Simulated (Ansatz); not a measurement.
Input of an Ansatz 0.2.0 run:

Contents of input.yaml:

```yaml
crystal:
  lattice:
    - [0.0, 2.702, 2.702]
    - [2.702, 0.0, 2.702]
    - [2.702, 2.702, 0.0]
  atoms:
    - { symbol: Zn, position: [0.75, 0.75, 0.75] }
    - { symbol: S, position: [0.0, 0.0, 0.0] }
kpoints:
  mp_grid: { grid: [9, 9, 9] }
scf:
  occupations: { method: gaussian, width: 0.023 }
hamiltonian:
  xc: pbe
  pseudopotentials: { kind: all_electron, lapw: { basis_error: 0.001 } }
output:
  forces: true
  stress: true
  eigenvalues: true
```

Potentials or basis: all-electron LAPW, scalar-relativistic.

The run is started by

```console
$ ansatz run input.yaml --threads 1 --pin off --max-ram 3072MiB --backend cpu --events-out ev --progress --plain --runs-dir out
```

Task: Predict the band gap on the k mesh.

Result: 2.11 eV, direct.

Task: What does it give for the pressure?

Result: 1.6 GPa.

**Experimental background.**

From “Electronic, vibrational, and thermodynamic properties of ZnS (zincblende and rocksalt structure)”, 2009, arxiv:0911.5022, for a bulk crystal of ZnS at 19 K: band gap 3.85 eV (direct).

Against the measured gap of ZnS, 3.85 eV (direct; 19 K; quoted in “Electronic, vibrational, and thermodynamic properties of ZnS (zincblende and rocksalt structure)”, 2009, arxiv:0911.5022), the calculated 2.11 eV is off by -1.74 eV. The value is that of PBE, without temperature or zero-point motion. Semilocal functionals fall short of measured gaps as a rule.
